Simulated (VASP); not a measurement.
# Tb (Im-3m) in VASP: reference runs

How does Tb come out in PBE? The cell is run as given and disturbed, then over a range of volumes.

Program: VASP 6.6.1. These are calculated values, not measurements. Logs are shortened: lines on timing, memory, paths and dates and some standing lists are left out, and cuts for length are marked.

### Step 1. Starting point

Symmetry: Im-3m, No. 229, cubic system. The conventional cell has a = 4.020 Å, b = 4.020 Å, c = 4.020 Å, α = 90.00°, β = 90.00°, γ = 90.00°. Tb (site symmetry m-3m) has 8 Tb at 3.48 Å as nearest neighbours.

This isn't the form of Tb at room conditions, which is hcp.

### Step 2. Single point, PBE, collinear spin, ferromagnetic start

INCAR

```
SYSTEM = Tb
  PREC = Accurate
  ENCUT = 520
  EDIFF = 1E-7
  ISMEAR = -1
  SIGMA = 0.05
  LREAL = .False.
  LASPH = .True.
  NELM = 120
  ALGO = Normal
  ISIF = 2
  LWAVE = .False.
  LCHARG = .False.
  ISPIN = 2
  MAGMOM = 6
  LORBIT = 11
  LMAXMIX = 6
  GGA = PE
  NBANDS = 20
```

KPOINTS

```
Automatic mesh
0
Gamma
  9 9 9
  0 0 0
```

POSCAR

```
Tb
1.0
   -2.0100000000      2.0100000000      2.0100000000
    2.0100000000     -2.0100000000      2.0100000000
    2.0100000000      2.0100000000     -2.0100000000
Tb
1
Direct
    0.0000000000      0.0000000000      0.0000000000
```

Potentials or basis: VASP PAW PBE potentials, release 64 (Tb).

Command:

```console
> cat potpaw_PBE.64/Tb/POTCAR > POTCAR
> mpirun -np 1 vasp_std > vasp.out
```

OUTCAR:

```text
SYSTEM = Tb
   PREC = Accurate
   ENCUT = 520
   EDIFF = 1E-7
   ISMEAR = -1
   LREAL = .False.
   LASPH = .True.
   NELM = 120
   ISIF = 2
   ISPIN = 2
   LORBIT = 11
   GGA = PE

 ion  position               nearest neighbor table
   1  0.000  0.000  0.000-

  LATTYP: Found a body centered cubic cell.
 ALAT       =     4.0200000000

  Lattice vectors:

 A1 = (  -2.0100000000,   2.0100000000,   2.0100000000)
 A2 = (   2.0100000000,  -2.0100000000,   2.0100000000)
 A3 = (   2.0100000000,   2.0100000000,  -2.0100000000)

Analysis of symmetry for initial positions (statically):
=====================================================================
 Subroutine PRICEL returns:
 Original cell was already a primitive cell.

 Routine SETGRP: Setting up the symmetry group for a
 body centered cubic supercell.

 Subroutine GETGRP returns: Found 48 space group operations
 (whereof 48 operations were pure point group operations)
 out of a pool of 48 trial point group operations.

The static configuration has the point symmetry O_h .

Analysis of symmetry for dynamics (positions and initial velocities):
=====================================================================
 Subroutine PRICEL returns:
 Original cell was already a primitive cell.

 Routine SETGRP: Setting up the symmetry group for a
 body centered cubic supercell.

 Subroutine GETGRP returns: Found 48 space group operations
 (whereof 48 operations were pure point group operations)
 out of a pool of 48 trial point group operations.

The dynamic configuration has the point symmetry O_h .

Analysis of structural, dynamic, and magnetic symmetry:
=====================================================================
 Subroutine PRICEL returns:
 Original cell was already a primitive cell.

 Routine SETGRP: Setting up the symmetry group for a
 body centered cubic supercell.

 Subroutine GETGRP returns: Found 48 space group operations
 (whereof 48 operations were pure point group operations)
 out of a pool of 48 trial point group operations.

The overall configuration has the point symmetry O_h .

 Subroutine INISYM returns: Found 48 space group operations
 (whereof 48 operations are pure point group operations),
 and found     1 'primitive' translations

----------------------------------------------------------------------------------------

                                     Primitive cell

  volume of cell :      32.4824

  direct lattice vectors                    reciprocal lattice vectors
    -2.010000000  2.010000000  2.010000000     0.000000000  0.248756219  0.248756219
     2.010000000 -2.010000000  2.010000000     0.248756219  0.000000000  0.248756219
     2.010000000  2.010000000 -2.010000000     0.248756219  0.248756219  0.000000000

  length of vectors
     3.481422123  3.481422123  3.481422123     0.351794419  0.351794419  0.351794419

  position of ions in fractional coordinates (direct lattice)
     0.000000000  0.000000000  0.000000000

  ion indices of the primitive-cell ions
   primitive index   ion index
                 1           1

----------------------------------------------------------------------------------------

 KPOINTS: Automatic mesh

Automatic generation of k-mesh.
 Grid dimensions read from file:
 generate k-points for:    9    9    9

 Generating k-lattice:

  Cartesian coordinates                     Fractional coordinates (reciprocal lattice)
     0.000000000  0.027639580  0.027639580     0.111111111  0.000000000  0.000000000
     0.027639580  0.000000000  0.027639580     0.000000000  0.111111111  0.000000000
     0.027639580  0.027639580  0.000000000     0.000000000  0.000000000  0.111111111

  Length of vectors
     0.039088269  0.039088269  0.039088269
[... 49 lines left out ...]
   LNONCOLLINEAR =      F non collinear calculations
   LSORBIT =      F    spin-orbit coupling
   LASPH  =      T    aspherical Exc in radial PAW
   ENCUT  =  520.0 eV  38.22 Ry    6.18 a.u.   6.47  6.47  6.47*2*pi/ulx,y,z
   NELM   =    120;   NELMIN=  2; NELMDL= -5     # of ELM steps
   EDIFF  = 0.1E-06   stopping-criterion for ELM
   LREAL  =      F    real-space projection
   EDIFFG = 0.1E-05   stopping-criterion for IOM
   NSW    =      0    number of steps for IOM
   IBRION =     -1    ionic relax: 0-MD 1-quasi-New 2-CG
   NFREE  =      0    steps in history (QN), initial steepest desc. (CG)
   ISIF   =      2    stress and relaxation
   ISYM   =      2    0-nonsym 1-usesym 2-fastsym
   POTIM  = 0.5000    time-step for ionic-motion
   TEBEG  =    0.0;   TEEND  =   0.0 temperature during run
   PSTRESS=    0.0 pullay stress
   NELECT =      19.0000    total number of electrons
   NUPDOWN=      -1.0000    fix difference up-down
   EMIN   =  10.00;   EMAX   =-10.00  energy-range for DOS
   EFERMI =   0.00;   METHOD = LEGACY
   ISMEAR =    -1;   SIGMA  =   0.05  broadening in eV -4-tet -1-fermi 0-gaus
   EFERMI_NEDOS =   21; number of points for ismear=-14 and -15
   IALGO  =     38    algorithm
   IMIX   =      4    mixing-type and parameters
     AMIX     =   0.40;   BMIX     =  1.00
     AMIX_MAG =   1.60;   BMIX_MAG =  1.00
  volume/ion in A,a.u.               =      32.48       219.20
  Fermi-wavevector in a.u.,A,eV,Ry     =   1.369126  2.587272 25.504190  1.874505
  Thomas-Fermi vector in A             =   2.495029
   LORBIT       =     11    0 simple, 1 ext, 2 COOP (PROOUT), +10 PAW based schemes
   GGA     = PE    functional components
   LHFCALC =     F    Hartree Fock is set to
   AEXX    =    0.0000 exact exchange contribution
   IVDW    =     0    specifies the selected vdW correction
   LEPSILON=     F    determine dielectric tensor
   LRPA    =     F    only Hartree local field effects (RPA)
 spin polarized calculation
  energy-cutoff  :      520.00
  volume of cell :       32.48
 maximum number of plane-waves:       903
 NGX is ok and might be reduce to    28
   NGX = 13   NGY = 13   NGZ = 13

 number of electron      18.9999996 magnetization       5.8832560

 Free energy of the ion-electron system (eV)
  ---------------------------------------------------
  ext. energy  EPLUGINS =         0.00000000
  ---------------------------------------------------
  free energy    TOTEN  =        -9.46777348 eV

  energy without entropy =       -9.39334436  energy(sigma->0) =       -9.43055892

 E-fermi :   2.9285     XC(G=0): -10.0327

 val. band max:        2.9281105922   @ k =  -0.3333   0.3333   0.1111
 cond. band min:       2.9306786157   @ k =   0.3333   0.2222   0.1111
 fundamental gap:      0.0025680235
 Fermi energy:         2.9284504018

 spin component 1

 k-point     1 :       0.0000    0.0000    0.0000
  band No.  band energies     occupation
      1     -43.2182      1.00000
      2     -19.5057      1.00000
      3     -19.5057      1.00000
      4     -19.5057      1.00000
      5      -2.0946      1.00000
      6      -1.1420      1.00000
[... 541 lines left out ...]
     19      13.3686      0.00000
     20      14.6154      0.00000

 [... further k-points ...]

 spin component 2

 k-point     1 :       0.0000    0.0000    0.0000
  band No.  band energies     occupation
      1     -40.6620      1.00000
      2     -17.6171      1.00000
      3     -17.6171      1.00000
      4     -17.6171      1.00000
      5      -1.7200      1.00000
      6       2.8297      0.87805
[... 541 lines left out ...]
     19      14.1746      0.00000
     20      15.2292      0.00000

 [... further k-points ...]

------------------------ aborting loop because EDIFF is reached ----------------------------------------

 total charge

# of ion       s       p       d       f       tot
--------------------------------------------------
    1        2.085   5.602   0.485   8.149  16.320

 magnetization (x)

# of ion       s       p       d       f       tot
--------------------------------------------------
    1        0.000  -0.047   0.078   5.644   5.676

  FORCE on cell =-STRESS in cart. coord.  units (eV):
  Direction    XX          YY          ZZ          XY          YZ          ZX
  --------------------------------------------------------------------------------------
  -------------------------------------------------------------------------------------
  Total        0.0489801      0.0489801      0.0489801      0.0000000      0.0000000      0.0000000
  in kB        2.4159178      2.4159178      2.4159178      0.0000000      0.0000000      0.0000000
  external PRESSURE =       2.4159178 kB  Pullay stress =       0.0000000 kB

 VOLUME and BASIS-vectors are now :
 -----------------------------------------------------------------------------
  energy-cutoff  :      520.00
  volume of cell :       32.48
      direct lattice vectors                 reciprocal lattice vectors
    -2.010000000  2.010000000  2.010000000     0.000000000  0.248756219  0.248756219
     2.010000000 -2.010000000  2.010000000     0.248756219  0.000000000  0.248756219
     2.010000000  2.010000000 -2.010000000     0.248756219  0.248756219  0.000000000

  length of vectors
     3.481422123  3.481422123  3.481422123     0.351794419  0.351794419  0.351794419

 FORCES acting on ions
    electron-ion (+dipol)            ewald-force                    non-local-force                 convergence-correction
 -----------------------------------------------------------------------------------------------
   -.184E-18 -.577E-13 -.206E-13   -.229E-14 0.330E-15 -.306E-15   -.496E-23 0.000E+00 0.165E-23   -.518E-14 -.243E-12 -.247E-13
 -----------------------------------------------------------------------------------------------
   -.184E-18 -.577E-13 -.206E-13   -.229E-14 0.330E-15 -.306E-15   -.496E-23 0.000E+00 0.165E-23   -.518E-14 -.243E-12 -.247E-13

 POSITION                                       TOTAL-FORCE (eV/Angst)
 -----------------------------------------------------------------------------------
      0.00000      0.00000      0.00000         0.000000     -0.000000      0.000000
 -----------------------------------------------------------------------------------
    total drift:                               -0.000000     -0.000000     -0.000000

--------------------------------------------------------------------------------------------------------

  FREE ENERGIE OF THE ION-ELECTRON SYSTEM (eV)
  ---------------------------------------------------
  free  energy   TOTEN  =        -9.4677734770 eV

  energy  without entropy=       -9.3933443621  energy(sigma->0) =       -9.43055892

--------------------------------------------------------------------------------------------------------

--------------------------------------------------------------------------------------------------------

 total charge

# of ion       s       p       d       f       tot
--------------------------------------------------
    1        2.085   5.602   0.485   8.149  16.320

 magnetization (x)

# of ion       s       p       d       f       tot
--------------------------------------------------
    1        0.000  -0.047   0.078   5.644   5.676

=======================================================================
```

Run time: 2.2 min. Hardware: 1 thread of Intel Xeon Platinum 8488C (Sapphire Rapids), shared host; peak memory 0.2 GiB.

What came out:

```
Free energy                                           : -9.4678 eV
Pressure                                              : 0.2 GPa
Band gap on the k mesh                                : none (metal or under the smearing width)
Net moment                                            : 5.88 μB per cell
Site moments                                          : Tb +5.68 μB
Valence electrons inside the program's atomic spheres : Tb 16.32
```

Caveat: the magnetic or orbital state may not be the lowest; spin-orbit coupling is left out, which moves the levels of the heavy elements. The state reached can hang on the start; a lower one may exist.

### Step 3. Equation of state, PBE, collinear spin, ferromagnetic start, 30.53 Å³/atom (volume scaled by 0.94)

INCAR

```
SYSTEM = Tb
PREC = Accurate
ENCUT = 520
EDIFF = 1E-7
ISMEAR = -1
SIGMA = 0.05
LREAL = .FALSE.
LASPH = .TRUE.
NELM = 120
ALGO = Normal
ISIF = 2
LWAVE = .FALSE.
LCHARG = .FALSE.
ISPIN = 2
MAGMOM = 6
LORBIT = 11
LMAXMIX = 6
GGA = PE
NBANDS = 20
```

KPOINTS

```
regular mesh
0
G
  9 9 9
  0 0 0
```

POSCAR

```
Tb
1.0
   -1.9689680785      1.9689680785      1.9689680785
    1.9689680785     -1.9689680785      1.9689680785
    1.9689680785      1.9689680785     -1.9689680785
Tb
1
Direct
    0.0000000000      0.0000000000      0.0000000000
```

Potentials or basis: VASP PAW PBE potentials, release 64 (Tb).

Command:

```console
> cat potpaw_PBE.64/Tb/POTCAR > POTCAR
> mpirun -np 1 vasp_std > vasp.out
```

OUTCAR:

```text
SYSTEM = Tb
   PREC = Accurate
   ENCUT = 520
   EDIFF = 1E-7
   ISMEAR = -1
   LREAL = .FALSE.
   LASPH = .TRUE.
   NELM = 120
   ISIF = 2
   ISPIN = 2
   LORBIT = 11
   GGA = PE

 Found     35 irreducible k-points:

 Following reciprocal coordinates:
            Coordinates               Weight
  0.000000  0.000000  0.000000      1.000000
  0.111111  0.000000  0.000000     12.000000
  0.222222  0.000000  0.000000     12.000000
  0.333333  0.000000  0.000000     12.000000
  0.444444  0.000000  0.000000     12.000000
  0.111111  0.111111  0.000000     24.000000
   k-points           NKPTS =     35   k-points in BZ     NKDIM =     35   number of bands    NBANDS=     20
   number of dos      NEDOS =    301   number of ions     NIONS =      1
   total plane-waves  NPLWV =  21952
   dimension x,y,z NGX =    28 NGY =   28 NGZ =   28
[... 378 lines left out ...]
  energy-cutoff  :      520.00
  volume of cell :       30.53
      direct lattice vectors                 reciprocal lattice vectors
    -1.968968079  1.968968079  1.968968079     0.000000000  0.253940125  0.253940125
     1.968968079 -1.968968079  1.968968079     0.253940125  0.000000000  0.253940125
     1.968968079  1.968968079 -1.968968079     0.253940125  0.253940125  0.000000000

  length of vectors
     3.410352750  3.410352750  3.410352750     0.359125569  0.359125569  0.359125569

 FORCES acting on ions
    electron-ion (+dipol)            ewald-force                    non-local-force                 convergence-correction
 -----------------------------------------------------------------------------------------------
   -.698E-15 -.696E-13 -.177E-13   -.267E-15 0.415E-15 -.442E-14   -.744E-23 0.165E-23 0.414E-23   -.659E-13 -.259E-12 -.561E-13
 -----------------------------------------------------------------------------------------------
   -.698E-15 -.696E-13 -.177E-13   -.267E-15 0.415E-15 -.442E-14   -.744E-23 0.165E-23 0.414E-23   -.659E-13 -.259E-12 -.561E-13

 POSITION                                       TOTAL-FORCE (eV/Angst)
 -----------------------------------------------------------------------------------
      0.00000      0.00000      0.00000        -0.000000      0.000000     -0.000000
 -----------------------------------------------------------------------------------
    total drift:                               -0.000000     -0.000000     -0.000000

--------------------------------------------------------------------------------------------------------

  FREE ENERGIE OF THE ION-ELECTRON SYSTEM (eV)
  ---------------------------------------------------
  free  energy   TOTEN  =        -9.4531212527 eV

  energy  without entropy=       -9.3832000524  energy(sigma->0) =       -9.41816065

--------------------------------------------------------------------------------------------------------

--------------------------------------------------------------------------------------------------------

 total charge

# of ion       s       p       d       f       tot
--------------------------------------------------
    1        2.089   5.598   0.525   8.129  16.341

 magnetization (x)

# of ion       s       p       d       f       tot
--------------------------------------------------
    1        0.001  -0.047   0.082   5.662   5.698

=======================================================================
```

OSZICAR:

```text
N       E                     dE             d eps       ncg     rms          rms(c)
DAV:   1     0.100445528087E+03    0.10045E+03   -0.68151E+03  3644   0.467E+03
DAV:   2     0.561438895686E+01   -0.94831E+02   -0.83577E+02  3544   0.342E+02
[... 28 lines left out ...]
DAV:  31    -0.945312730204E+01   -0.44071E-05   -0.35573E-06  4988   0.352E-02    0.800E-02
DAV:  32    -0.945312578872E+01    0.15133E-05   -0.63876E-07  4380   0.107E-02    0.722E-02
DAV:  33    -0.945312290701E+01    0.28817E-05   -0.14290E-06  3376   0.296E-02    0.284E-02
DAV:  34    -0.945312219125E+01    0.71575E-06   -0.34989E-07  3760   0.113E-02    0.129E-02
DAV:  35    -0.945312136549E+01    0.82576E-06   -0.72452E-08  2632   0.473E-03    0.687E-03
DAV:  36    -0.945312121359E+01    0.15190E-06   -0.27765E-08  1772   0.253E-03    0.802E-03
DAV:  37    -0.945312125275E+01   -0.39154E-07   -0.10598E-08  1520   0.148E-03
   1 F= -.94531213E+01 E0= -.94181607E+01  d E =-.699212E-01  mag=     5.8991
```

Run time: 2.1 min. Hardware: 1 thread of Intel Xeon Platinum 8488C (Sapphire Rapids), shared host; peak memory 0.2 GiB.

Results:

| Quantity | Value |
| --- | --- |
| Free energy | -9.4531 eV |
| Pressure | 2.1 GPa |
| Band gap on the k mesh | none (metal or under the smearing width) |
| Net moment | 5.90 μB per cell |
| Site moments | Tb +5.70 μB |
| Valence electrons inside the program's atomic spheres | Tb 16.34 |

Caveat: the magnetic or orbital state may not be the lowest; spin-orbit coupling is left out, which moves the levels of the heavy elements.

### Step 4. Equation of state, PBE, collinear spin, ferromagnetic start, 31.18 Å³/atom (volume scaled by 0.96)

INCAR

```
SYSTEM = Tb
PREC = Accurate ; ENCUT = 520
EDIFF = 1E-7 ; ISMEAR = -1
SIGMA = 0.05 ; LREAL = .FALSE.
LASPH = .TRUE. ; NELM = 120
ALGO = Normal ; ISIF = 2
LWAVE = .FALSE. ; LCHARG = .FALSE.
ISPIN = 2 ; MAGMOM = 6
LORBIT = 11 ; LMAXMIX = 6
GGA = PE ; NBANDS = 20
```

KPOINTS

```
Automatic mesh
0
G
  9 9 9
  0 0 0
```

POSCAR

```
Tb
1.0
   -1.9828345078      1.9828345078      1.9828345078
    1.9828345078     -1.9828345078      1.9828345078
    1.9828345078      1.9828345078     -1.9828345078
Tb
1
Direct
    0.0000000000      0.0000000000      0.0000000000
```

Command:

```console
> cat potpaw_PBE.64/Tb/POTCAR > POTCAR
> mpirun -np 1 vasp_std > vasp.out
```

Run time: 2 min. Hardware: 1 thread of Intel Xeon Platinum 8488C (Sapphire Rapids), shared host; peak memory 0.2 GiB.

The run converged. Its results:

- Free energy: -9.4606 eV
- Pressure: 1.5 GPa
- Band gap on the k mesh: none (metal or under the smearing width)
- Net moment: 5.89 μB per cell
- Site moments: Tb +5.69 μB
- Valence electrons inside the program's atomic spheres: Tb 16.33

Caveat: the magnetic or orbital state may not be the lowest; spin-orbit coupling is left out, which moves the levels of the heavy elements.

### Step 5. Equation of state, PBE, collinear spin, ferromagnetic start, 31.83 Å³/atom (volume scaled by 0.98)

INCAR

```
SYSTEM = Tb
PREC = Accurate
ENCUT = 520
EDIFF = 1E-7
ISMEAR = -1
SIGMA = 0.05
LREAL = .FALSE.
LASPH = .TRUE.
NELM = 150
ALGO = Normal
ISIF = 2
LWAVE = .FALSE.
LCHARG = .FALSE.
ISPIN = 2
MAGMOM = 6
LORBIT = 11
LMAXMIX = 6
GGA = PE
NBANDS = 20
```

KPOINTS is that of step 4.

POSCAR

```
Tb
1.0
   -1.9965096606      1.9965096606      1.9965096606
    1.9965096606     -1.9965096606      1.9965096606
    1.9965096606      1.9965096606     -1.9965096606
Tb
1
Direct
    0.0000000000      0.0000000000      0.0000000000
```

Command:

```console
> cat potpaw_PBE.64/Tb/POTCAR > POTCAR
> mpirun -np 1 vasp_std > vasp.out
```

It took 2 min on 1 thread of Intel Xeon Platinum 8488C (Sapphire Rapids), shared host; peak memory 0.2 GiB.

The run converged. Its results:

- Free energy: -9.4654 eV
- Pressure: 0.8 GPa
- Band gap on the k mesh: none (metal or under the smearing width)
- Net moment: 5.89 μB per cell
- Site moments: Tb +5.68 μB
- Valence electrons inside the program's atomic spheres: Tb 16.33

Caveat: the magnetic or orbital state may not be the lowest; spin-orbit coupling is left out, which moves the levels of the heavy elements.

(Continued in part 2 of 2.)
